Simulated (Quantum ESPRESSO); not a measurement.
# Ge (P6_3/mmc) in Quantum ESPRESSO: reference runs

How does Ge come out in PBEsol? The cell is run as given.

Program: Quantum ESPRESSO 7.5. These are calculated values, not measurements. Logs are shortened: lines on timing, memory, paths and dates and some standing lists are left out, and cuts for length are marked.

## 1. The crystal as given

It takes space group P6_3/mmc (No. 194, hexagonal). The conventional cell has a = 4.003 Å, b = 4.003 Å, c = 13.157 Å, α = 90.00°, β = 90.00°, γ = 120.00°. Around Ge (site symmetry 3m) lie 4 Ge at 2.45 to 2.47 Å. Ge (site symmetry 3m) has 4 Ge at 2.45 Å as nearest neighbours.

This isn't the form of Ge at room conditions, which is diamond.

## 2. Single point, PBEsol

pw.in reads:

```
&CONTROL
  calculation = 'scf'
  prefix = 'pwscf'
  outdir = './tmp'
  pseudo_dir = './pseudo'
  tprnfor = .true.
  tstress = .true.
  disk_io = 'nowf'
/
&SYSTEM
  ibrav = 0
  nat = 8
  ntyp = 1
  ecutwfc = 45
  ecutrho = 360
  nbnd = 72
  occupations = 'smearing'
  smearing = 'fd'
  degauss = 0.00367493
/
&ELECTRONS
  conv_thr = 1.6d-09
  electron_maxstep = 120
  mixing_beta = 0.5
/
ATOMIC_SPECIES
Ge    72.6300 ge_pbesol_v1.4.uspp.F.UPF
CELL_PARAMETERS angstrom
   4.0031158814    0.0000000000    0.0000000000
  -2.0015579407    3.4668000476    0.0000000000
   0.0000000000    0.0000000000   13.1567068600
ATOMIC_POSITIONS crystal
Ge     0.3333333333    0.6666666667    0.1559415700
Ge     0.6666666667    0.3333333333    0.8440584300
Ge     0.6666666667    0.3333333333    0.6559415700
Ge     0.3333333333    0.6666666667    0.3440584300
Ge     0.0000000000    0.0000000000    0.0931488400
Ge     0.0000000000    0.0000000000    0.9068511600
Ge     0.0000000000    0.0000000000    0.5931488400
Ge     0.0000000000    0.0000000000    0.4068511600
K_POINTS automatic
8 8 2 0 0 0
```

Potentials or basis: GBRV 1.5 PBEsol.

Launch:

```
> OMP_NUM_THREADS=1 mpirun -n 2 pw.x -nk 2 -in pw.in > pw.out
```

pw.out:

```text
This program is part of the open-source Quantum ESPRESSO suite
     for quantum simulation of materials; please cite
         "P. Giannozzi et al., J. Phys.:Condens. Matter 21 395502 (2009);
         "P. Giannozzi et al., J. Phys.:Condens. Matter 29 465901 (2017);
         "P. Giannozzi et al., J. Chem. Phys. 152 154105 (2020);
     in publications or presentations arising from this work. More details at

     Message from routine setup:
     using ibrav=0 with symmetry is DISCOURAGED, use correct ibrav instead

     K-points division:     npool     =       2
     Subspace diagonalization in iterative solution of the eigenvalue problem:
     a serial algorithm will be used

     G-vector sticks info
     --------------------
     sticks:   dense  smooth     PW     G-vecs:    dense   smooth      PW
     Sum        1417     703    211               142183    50117    7923

     Using Slab Decomposition

     bravais-lattice index     =            0
     lattice parameter (alat)  =       7.5648  a.u.
     unit-cell volume          =    1232.1704 (a.u.)^3
     number of atoms/cell      =            8
     number of atomic types    =            1
     number of electrons       =       112.00
     number of Kohn-Sham states=           72
     kinetic-energy cutoff     =      45.0000  Ry
     charge density cutoff     =     360.0000  Ry
     scf convergence threshold =      1.6E-09
     mixing beta               =       0.5000
     number of iterations used =            8  plain     mixing
     Exchange-correlation= SLA  PW   PSX  PSC
                           (   1   4  10   8   0   0   0)

     celldm(1)=   7.564793  celldm(2)=   0.000000  celldm(3)=   0.000000
     celldm(4)=   0.000000  celldm(5)=   0.000000  celldm(6)=   0.000000

     crystal axes: (cart. coord. in units of alat)
               a(1) = (   1.000000   0.000000   0.000000 )
               a(2) = (  -0.500000   0.866025   0.000000 )
               a(3) = (   0.000000   0.000000   3.286617 )

     reciprocal axes: (cart. coord. in units 2 pi/alat)
               b(1) = (  1.000000  0.577350 -0.000000 )
               b(2) = (  0.000000  1.154701  0.000000 )
               b(3) = (  0.000000 -0.000000  0.304264 )

     PseudoPot. # 1 for Ge read from file:
     ge_pbesol_v1.4.uspp.F.UPF
     Pseudo is Ultrasoft + core correction, Zval = 14.0
     Generated by new atomic code, or converted to UPF format
     Using radial grid of  873 points,  6 beta functions with:
                l(1) =   0
                l(2) =   0
                l(3) =   1
                l(4) =   1
                l(5) =   2
                l(6) =   2
     Q(r) pseudized with  8 coefficients,  rinner =    1.400   1.400   1.400
                                                       1.400   1.400

     atomic species   valence    mass     pseudopotential
     Ge               14.00    72.63000     Ge( 1.00)

     24 Sym. Ops., with inversion, found (12 have fractional translation)

   Cartesian axes

     site n.     atom                  positions (alat units)
         1        Ge     tau(   1) = (  -0.0000000   0.5773503   0.5125201  )
         2        Ge     tau(   2) = (   0.5000000   0.2886751   2.7740964  )
         3        Ge     tau(   3) = (   0.5000000   0.2886751   2.1558284  )
         4        Ge     tau(   4) = (  -0.0000000   0.5773503   1.1307881  )
         5        Ge     tau(   5) = (   0.0000000   0.0000000   0.3061445  )
         6        Ge     tau(   6) = (   0.0000000   0.0000000   2.9804720  )
         7        Ge     tau(   7) = (   0.0000000   0.0000000   1.9494528  )
         8        Ge     tau(   8) = (   0.0000000   0.0000000   1.3371638  )

     number of k points=    20  Fermi-Dirac smearing, width (Ry)=  0.0037
                       cart. coord. in units 2pi/alat
        k(    1) = (   0.0000000   0.0000000   0.0000000), wk =   0.0156250
        k(    2) = (   0.0000000   0.0000000  -0.1521321), wk =   0.0156250
        k(    3) = (   0.0000000   0.1443376   0.0000000), wk =   0.0937500
        k(    4) = (   0.0000000   0.1443376  -0.1521321), wk =   0.0937500
        k(    5) = (   0.0000000   0.2886751   0.0000000), wk =   0.0937500
        k(    6) = (   0.0000000   0.2886751  -0.1521321), wk =   0.0937500
[... 12 lines left out ...]
        k(   19) = (   0.2500000   0.5773503   0.0000000), wk =   0.0937500
        k(   20) = (   0.2500000   0.5773503  -0.1521321), wk =   0.0937500

     Dense  grid:   142183 G-vectors     FFT dimensions: (  45,  45, 160)

     Smooth grid:    50117 G-vectors     FFT dimensions: (  36,  36, 108)

     Initial potential from superposition of free atoms

     starting charge     111.9935, renormalised to     112.0000
     Starting wfcs are   72 randomized atomic wfcs

     Self-consistent Calculation

     iteration #  1     ecut=    45.00 Ry     beta= 0.50
     Davidson diagonalization with overlap
     ethr =  1.00E-02,  avg # of iterations =  4.2

     Threshold (ethr) on eigenvalues was too large:
     Diagonalizing with lowered threshold

     Davidson diagonalization with overlap
     ethr =  1.12E-04,  avg # of iterations =  5.2

     total energy              =   -1705.52157569 Ry
     estimated scf accuracy    <       0.13088760 Ry

     iteration #  2     ecut=    45.00 Ry     beta= 0.50
     Davidson diagonalization with overlap
     ethr =  1.17E-04,  avg # of iterations =  1.0
[... 36 lines left out ...]
     total energy              =   -1705.51943353 Ry
     estimated scf accuracy    <       0.00000001 Ry

     iteration #  8     ecut=    45.00 Ry     beta= 0.50
     Davidson diagonalization with overlap
     ethr =  1.20E-11,  avg # of iterations =  2.2

     End of self-consistent calculation

          k = 0.0000 0.0000 0.0000 (  6197 PWs)   bands (ev):

   -16.6023 -16.6023 -16.5933 -16.5933 -16.5890 -16.5890 -16.5742 -16.5712
   -16.5712 -16.5701 -16.5551 -16.5522 -16.5396 -16.5396 -16.5147 -16.5147
   -16.5103 -16.5103 -16.4933 -16.4933 -16.3657 -16.3657 -16.3539 -16.3539
   -16.3519 -16.3503 -16.3503 -16.3438 -16.3438 -16.3343 -16.3313 -16.3313
   -16.3166 -16.3166 -16.2998 -16.2998 -16.2965 -16.2965 -16.2879 -16.2879
    -4.5138  -3.7924  -3.7676  -2.4540   0.6363   3.4423   3.4953   6.8154
     6.8154   7.3498   7.3498   7.4309   7.4309   8.1340   8.1887   8.2624
     8.3104   8.3104   8.7221   9.0383  10.6400  10.6400  10.8491  11.4495
    11.4495  11.9959  11.9959  12.3508  12.3508  13.7538  13.7710  14.3445
[... 75 lines left out ...]
   -16.6184 -16.6184 -16.6094 -16.6094 -16.5988 -16.5988 -16.5947 -16.5947
   -16.5589 -16.5589 -16.5282 -16.5282 -16.4942 -16.4942 -16.4873 -16.4873
   -16.4749 -16.4749 -16.4526 -16.4526 -16.4123 -16.4123 -16.4017 -16.4017
   -16.3892 -16.3892 -16.3645 -16.3645 -16.3616 -16.3616 -16.3342 -16.3342
   -16.2932 -16.2932 -16.2899 -16.2899 -16.2760 -16.2760 -16.2698 -16.2698
    -2.9181  -2.9181  -1.6481  -1.6481   0.4182   0.4182   1.8874   1.8874
     4.2857   4.2857   5.5280   5.5280   6.1338   6.1338   6.6483   6.6483
     8.8210   8.8210   9.6006   9.6006  10.6592  10.6592  11.9870  11.9870
    12.6221  12.6221  14.8166  14.8166  15.8650  15.8650  15.9000  15.9000

          k = 0.0000-0.5774 0.0000 (  6294 PWs)   bands (ev):

   -16.6220 -16.6133 -16.6113 -16.6069 -16.6060 -16.6002 -16.5946 -16.5935
   -16.5524 -16.5445 -16.5355 -16.5234 -16.5112 -16.5019 -16.4959 -16.4721
   -16.4686 -16.4513 -16.4512 -16.4347 -16.4328 -16.4260 -16.4238 -16.3869
   -16.3829 -16.3671 -16.3655 -16.3654 -16.3605 -16.3596 -16.3539 -16.3525
   -16.2934 -16.2888 -16.2863 -16.2855 -16.2792 -16.2731 -16.2714 -16.2674
    -2.4889  -2.0143  -1.9030  -0.7568  -0.5417   0.2951   0.9362   1.0997
     4.1087   4.4934   5.1884   5.8402   5.8557   5.8619   6.4394   6.8317
     8.4307   8.5725   8.8109   9.6333   9.9620  11.2327  11.9363  12.6088
    12.9064  13.0454  13.5396  14.3451  14.3811  16.2027  17.0338  17.6573

          k = 0.0000-0.5774-0.1521 (  6276 PWs)   bands (ev):

   -16.6155 -16.6155 -16.6096 -16.6096 -16.6049 -16.6049 -16.5964 -16.5964
   -16.5456 -16.5456 -16.5301 -16.5301 -16.4928 -16.4928 -16.4886 -16.4886
   -16.4821 -16.4821 -16.4478 -16.4478 -16.4036 -16.4036 -16.3957 -16.3957
   -16.3932 -16.3932 -16.3709 -16.3709 -16.3563 -16.3563 -16.3525 -16.3525
   -16.2902 -16.2902 -16.2821 -16.2821 -16.2753 -16.2753 -16.2729 -16.2729
    -2.3518  -2.3518  -1.3746  -1.3746   0.0657   0.0657   0.9353   0.9353
     4.5696   4.5696   5.3636   5.3636   5.6577   5.6577   6.4869   6.4869
     8.8670   8.8670   9.5026   9.5026  10.4366  10.4366  11.5594  11.5594
    12.6512  12.6512  14.7857  14.7857  16.1075  16.1075  16.4331  16.4331
[... 111 lines left out ...]
   -16.6250 -16.6250 -16.6167 -16.6167 -16.6156 -16.6156 -16.6030 -16.6030
   -16.5233 -16.5233 -16.5092 -16.5092 -16.4747 -16.4747 -16.4613 -16.4613
   -16.4591 -16.4591 -16.4478 -16.4478 -16.4227 -16.4227 -16.4133 -16.4133
   -16.4063 -16.4063 -16.3865 -16.3865 -16.3851 -16.3851 -16.3704 -16.3704
   -16.2799 -16.2799 -16.2743 -16.2743 -16.2691 -16.2691 -16.2606 -16.2606
    -1.8652  -1.8652  -1.3029  -1.3029   0.1436   0.1436   0.6912   0.6912
     3.7941   3.7941   4.3851   4.3851   5.2722   5.2722   5.9456   5.9456
     9.6912   9.6912  10.7769  10.7769  12.2853  12.2853  12.5819  12.5819
    13.4869  13.4869  13.7502  13.7502  14.8609  14.8609  15.4637  15.4638

     the Fermi energy is     8.2632 ev

!    total energy              =   -1705.51943353 Ry
     estimated scf accuracy    <          2.9E-10 Ry
     smearing contrib. (-TS)   =      -0.00022708 Ry
     internal energy E=F+TS    =   -1705.51920645 Ry

     The total energy is F=E-TS. E is the sum of the following terms:
     one-electron contribution =   -1118.89624087 Ry
     hartree contribution      =     661.77077032 Ry
     xc contribution           =    -461.08257674 Ry
     ewald contribution        =    -787.31115916 Ry

     convergence has been achieved in   8 iterations

     Forces acting on atoms (cartesian axes, Ry/au):

     atom    1 type  1   force =     0.00000000    0.00000000   -0.00014908
     atom    2 type  1   force =    -0.00000000   -0.00000000    0.00014908
     atom    3 type  1   force =    -0.00000000   -0.00000000   -0.00014908
     atom    4 type  1   force =     0.00000000    0.00000000    0.00014908
     atom    5 type  1   force =     0.00000000   -0.00000000    0.00012049
     atom    6 type  1   force =     0.00000000    0.00000000   -0.00012049
     atom    7 type  1   force =     0.00000000    0.00000000    0.00012049
     atom    8 type  1   force =     0.00000000    0.00000000   -0.00012049

     Total force =     0.000383     Total SCF correction =     0.000096
     SCF correction compared to forces is large: reduce conv_thr to get better values

     Computing stress (Cartesian axis) and pressure

          total   stress  (Ry/bohr**3)                   (kbar)     P=       -2.13
  -0.00000848   0.00000000   0.00000000           -1.25        0.00        0.00
   0.00000000  -0.00000848   0.00000000            0.00       -1.25        0.00
   0.00000000   0.00000000  -0.00002652            0.00        0.00       -3.90

=------------------------------------------------------------------------------=
   JOB DONE.
=------------------------------------------------------------------------------=
```

Wall time 2 min (2 MPI ranks of Arm Neoverse V1, shared host); peak memory 0.8 GiB.

What came out:

```yaml
Free_energy: -23204.7740 eV
Pressure: -0.2 GPa
Largest_force: 0.004 eV/Å
Band_gap_on_the_k_mesh: 0.05 eV, direct
```

Forces on the atoms (eV/Å):
```
Ge   0.000  0.000 -0.004
Ge   0.000  0.000  0.004
Ge   0.000  0.000 -0.004
Ge   0.000  0.000  0.004
Ge   0.000  0.000  0.003
Ge   0.000  0.000 -0.003
Ge   0.000  0.000  0.003
Ge   0.000  0.000 -0.003
```

Levels at points of the mesh, in eV from the valence-band top:
```
             k point  band 52  band 53  band 54  band 55  band 56  band 57  band 58  band 59  band 60  band 61
  (0.00, 0.00, 0.00)    -0.83    -0.83    -0.13    -0.07     0.00     0.05     0.05     0.46     0.78     2.38
 (0.00, 0.00, -0.50)    -1.30    -0.29    -0.29    -0.29    -0.29     0.13     0.13     1.12     1.12     2.76
 (0.00, -0.50, 0.00)    -2.42    -2.41    -2.40    -1.82    -1.43     0.17     0.31     0.55     1.37     1.70
(0.00, -0.50, -0.50)    -2.90    -2.60    -2.60    -1.78    -1.78     0.60     0.60     1.24     1.24     2.17
```

A k mesh can miss the band edges. As with any semilocal functional, this PBEsol gap is likely too small.
